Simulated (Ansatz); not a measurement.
Crystal: BaTiO3.

```xyz
5
Lattice="3.9998 0.0000 0.0000 0.0000 3.9998 0.0000 0.0000 0.0000 4.0180" Properties=species:S:1:pos:R:3 pbc="T T T"
Ba    0.0000    0.0000    0.0000
Ti    1.9999    1.9999    1.9688
O     0.0000    1.9999    2.0773
O     1.9999    0.0000    2.0773
O     1.9999    1.9999    0.0763
```

```yaml
Program: Ansatz 0.2.0
Task: relaxation of cell and atoms
Functional: PBEsol
Dispersion: D3(BJ)
Potentials_or_basis: Ansatz PAW
Cutoff: "420 eV (not typed: the program's choice for these potentials)"
k_mesh: 7 × 7 × 7
Occupations: fermi-dirac, width 0.05 eV
Spin: no spin polarisation
```

At the start: volume 12.86 Å³/atom.

Q: Where does the relaxation end?

A: It ends after 9 steps and the volume is 12.33 Å³/atom (-4.1 %); space group P4mm (No. 99, to 0.05 Å).

Step by step:
```csv
step,energy change (eV),largest force (eV/Å),volume (Å³)
1,0.0000,0.3538,64.28
2,-0.0722,0.0867,61.42
3,-0.0728,0.0240,61.69
4,-0.0729,0.0154,61.69
5,-0.0729,0.0147,61.70
6,-0.0728,0.0016,61.73
7,-0.0651,0.0015,61.73
8,-0.0655,0.0008,61.64
9,-0.0651,0.0008,61.64
```

Final structure:
```xyz
5
Lattice="3.9371 0.0000 0.0000 0.0000 3.9371 0.0000 0.0000 0.0000 3.9766" Properties=species:S:1:pos:R:3 pbc="T T T"
Ba    0.0000    0.0000    0.0084
Ti    1.9685    1.9685    1.9492
O     0.0000    1.9685    2.0479
O     1.9685    0.0000    2.0479
O     1.9685    1.9685    0.0825
```

Caveat: the plane-wave basis is chosen anew once the cell has moved, so the energies of steps on either side of that aren't comparable; the pressure holds a Pulay correction of +0.6 GPa for the finite cutoff; the PAW data sets come from PBE, with cores solved anew for the run's functional, which leaves a small shift of forces and pressure.
